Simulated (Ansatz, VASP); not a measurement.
## Ce: VASP beside Ansatz

```
CELL_PARAMETERS angstrom
0.00000 2.26493 2.26493
2.26493 0.00000 2.26493
2.26493 2.26493 0.00000
ATOMIC_POSITIONS crystal
Ce 0.00000 0.00000 0.00000
```

Alike in both runs: task single point; functional LDA; k mesh 12 × 12 × 12; occupations methfessel-paxton of order 1, width 0.6 eV; no spin polarisation.

|  | VASP | Ansatz |
| --- | --- | --- |
| version | VASP 6.6.1 | Ansatz 0.2.0 |
| potentials or method | VASP PAW LDA potentials, release 64 (Ce) | plane waves (420 eV) with PAW, scalar-relativistic |
| plane-wave cutoff (eV) | 520 | 420 |
| valence electrons in the cell | 12 | 12 |

VASP gave:

- pressure (GPa): -2.0

**Question.** Estimate Ansatz's values.

**Answer.** Pressure (GPa): -1.6.

Ansatz warned: «pseudo_functional_mismatch».

Spin-orbit coupling is left out, which matters for the levels of Ce. Spin polarisation is off, so any magnetic state and its effect on volume and gap are missing.
